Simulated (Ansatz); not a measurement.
## ZrO₂ under strain: 91Zr NMR of the central transition

Cell: a structure deposited in the COD, relaxed with PBE at fixed cell and then changed (z stretched by 2 %, ions relaxed).

```xyz
3
Lattice="0.0000 2.5450 2.5959 2.5450 0.0000 2.5959 2.5450 2.5450 0.0000" Properties=species:S:1:pos:R:3 pbc="T T T"
Zr    0.0000    0.0000    0.0000
O     1.2725    1.2725    1.2979
O     3.8175    3.8175    3.8938
```

Sites (sets of like atoms) are named by element and the number of their first atom in this list.

Computed with Ansatz: DFT, PBE, plane waves and PAW, scalar-relativistic, 420 eV cutoff, Γ-centred 10×10×10 k-points, Fermi–Dirac smearing 0.02 eV.

91Zr has I = 5/2 and Q = -176.0 mb (Pyykkö 2018); at 9.4 T its Larmor frequency is ν₀ = 37.4 MHz. Only the quadrupole interaction is simulated: positions count from each site's isotropic chemical shift, and shift anisotropy, dipolar and J coupling are left out.

Task: Give C_Q, η, the quadrupolar product P_Q = |C_Q|(1 + η²/3)^½, the second-order isotropic shift and the breadth of the pattern (static powder) for each Zr site.

Result: 

```csv
site,first shell,C_Q (MHz),η,P_Q (MHz),δ_QIS (ppm),breadth (kHz)
Zr,8 O at 2.22 Å,4.27,0.00,4.27,-78.4,15.3
```

δ_QIS = −(ν_Q²/30ν₀²)[I(I+1) − 3/4](1 + η²/3) × 10⁶ ppm with ν_Q = 3|C_Q|/[2I(2I−1)]; it falls as 1/B₀² in ppm, and the breadth as 1/B₀ in kHz.

An axis of threefold or higher order runs through Zr, so V_zz lies along it and η is zero.

Without spin–orbit coupling (the program notes it for Zr) the gradients are little affected as a rule: paired runs on crystals with a gap mostly move them by under 2 % at such atoms.
